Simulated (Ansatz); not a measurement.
All numbers below come from DFT PBE, scalar-relativistic, plane waves, PAW (Ansatz 0.2.0). Settings: cutoff 420 eV, Γ-centred meshes spaced at most about 0.3 Å⁻¹, and about 0.25 Å⁻¹ or finer for metals (2π included), Gaussian smearing. No spin polarisation in the final relaxations.

Temperature and zero-point effects are left out.

Two forms of SiNi were relaxed alike.

A.

```
CELL_PARAMETERS angstrom
3.02120 0.00000 0.00000
0.00000 3.28871 0.00000
0.00000 0.00000 4.71217
ATOMIC_POSITIONS crystal
Si 0.50000 0.50000 0.84280
Si 0.00000 0.00000 0.15720
Ni 0.50000 0.50000 0.34206
Ni 0.00000 0.00000 0.65794
```

B.

```
CELL_PARAMETERS angstrom
0.00000 2.87557 2.87557
2.87557 0.00000 2.87557
2.87557 2.87557 0.00000
ATOMIC_POSITIONS crystal
Si 0.00000 0.00000 0.00000
Si 0.25000 0.25000 0.25000
Ni 0.75000 0.75000 0.75000
Ni 0.50000 0.50000 0.50000
```

Problem. Which would you expect to be lower, and how large is the difference?

Solution. A is lower, by 0.46 eV/atom. A has space group Pmmn (No. 59), 11.7 Å³/atom and no gap on its mesh; B has the NaTl (B32) type, space group Fd-3m (No. 227), 11.9 Å³/atom and no gap. Counting Si atoms around Ni (those within 1.25 times the shortest such distance or 1.15 times the sum of covalent radii, 1.27 where that leaves under three; a plus sign parts nearer from farther groups), A has Ni 6 and B has Ni 4+6. B holds Si–Si bonds in all directions (shortest 2.49 Å); in A the shortest Si–Si distance is 2.68 Å, near bonding range too. In A, Si is surrounded by 6 Ni at 2.35–2.40 Å and 4 Si at 2.68 Å; around Ni lie 6 Si at 2.35–2.40 Å and 4 Ni at 2.68 Å. In B, Si has 4 Ni at 2.49 Å, 4 Si at 2.49 Å and 6 Ni at 2.88 Å; Ni has 4 Si at 2.49 Å, 4 Ni at 2.49 Å and 6 Si at 2.88 Å. Origin: A is a cell as deposited in COD, relaxed; B was invented.

Trial moments died out on the coarse mesh in Pmmn and Fd-3m; another magnetic start might hold. Cells relaxed within their symmetry can be saddle points.

Pmmn SiNi lies 0.46 eV/atom below the NaTl-type arrangement, although the volumes are close (11.7 against 11.9 Å³/atom), so overall packing density explains little. The difference probably lies in how the contacts are distributed. In A each Ni has six Si at 2.35–2.40 Å, which favours Ni 3d–Si 3p hybridisation. In B only four Si lie at 2.49 Å, and the other six are at 2.88 Å, too far for strong bonds.

The Si network of B offers little compensation. Cubic symmetry ties its Si–Si, Ni–Ni and shortest Ni–Si distances to one value, which stretches the Si–Si bonds relative to elemental silicon. The NaTl type also suits an electropositive metal that donates electrons to a four-connected network, whereas Ni and Si are close in electronegativity.

The ordering supports a preference for A over B only, not A as the ground state: NiSi at ambient pressure is known to adopt the orthorhombic MnP-type structure, which isn't among the forms compared.
